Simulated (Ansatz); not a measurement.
The system is CuO.

```
Cu O
1.0
     0.00000    2.11656    2.11656
     2.11656    0.00000    2.11656
     2.11656    2.11656    0.00000
Cu O
1 1
Direct
  0.02950 0.02810 0.90803
  0.47050 0.47190 0.59197
```

The cell comes from a database or a generator and needn't be the stable form of this composition.

Base run:

| Quantity | Value |
| --- | --- |
| Program | Ansatz 0.2.0 |
| Functional | PBEsol |
| Potentials or basis | Ansatz PAW |
| Cutoff | 420 eV |
| Density cutoff | 1680 eV |
| k mesh | 11 × 11 × 11 |
| Occupations | fermi-dirac, width 0.05 eV |
| Spin | no spin polarisation |
| Hubbard terms | Cu d U = 4.5 eV |

Its results: band gap on the k mesh none (metal or under the smearing width); pressure 11.3 GPa; largest force 1.069 eV/Å.

Q: The run is repeated on the same cell with these changes: hubbard terms from Cu d U = 4.5 eV to none; hubbard projectors from ortho-atomic (the default) to none. What comes out?

A: Band gap on the k mesh none (metal or under the smearing width); pressure 9.1 GPa; largest force 0.778 eV/Å.

Caveats: an odd number of electrons without spin polarisation forces a metal; a magnetic or distorted state may lie lower; the run has no spin polarisation, though such a crystal can be magnetic; the PAW data sets come from PBE, with cores solved anew for the run's functional, which leaves a small shift of forces and pressure; U without spin polarisation on a metal has little footing (some runs); semilocal functionals often make such compounds metallic where correlation or magnetic order opens a gap, which also shifts bond lengths (some runs).

Not every run made on this cell is shown here.
